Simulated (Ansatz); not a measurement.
# ZrC under changes of volume

One of the cells (13.228 Å³/atom); the others are scaled copies at fixed shape and fractional positions:

```
Zr C
1.0
     0.00000    2.36500    2.36500
     2.36500    0.00000    2.36500
     2.36500    2.36500    0.00000
Zr C
1 1
Direct
  0.50000 0.50000 0.50000
  0.00000 0.00000 0.00000
```

- Program: Ansatz 0.2.0
- Functional: PBE
- Potentials or basis: PseudoDojo stringent (PBE files)
- Cutoff: 1116 eV
- Density cutoff: 4463 eV
- k mesh: 10 × 10 × 10
- Occupations: fermi-dirac, width 0.05 eV
- Spin: no spin polarisation

```tsv
volume (Å³/atom)	energy over the lowest point (meV/atom)	pressure (GPa)
12.434	22.00	12.0
12.699	6.73	6.6
12.963	0.00	1.7
13.228	0.98	-2.8
13.493	8.90	-6.8
13.757	?	?
14.022	42.97	-13.6
```

**Question.** What does the run at 13.757 Å³/atom give?

**Answer.** Energy over the lowest point 23.10 meV/atom; pressure -10.4 GPa.

Worked out: A Birch-Murnaghan fit of order 3 (a polynomial in V^(-2/3)) to the other rows has its minimum at 13.06 Å³/atom with B0 = V·E''(V) = 221 GPa and B' = 4.0. It gives 23.07 meV/atom at 13.757 Å³/atom, against the run's 23.10, and -dE/dV = -10.4 GPa, against -10.4.

Energies are extrapolated to zero smearing.
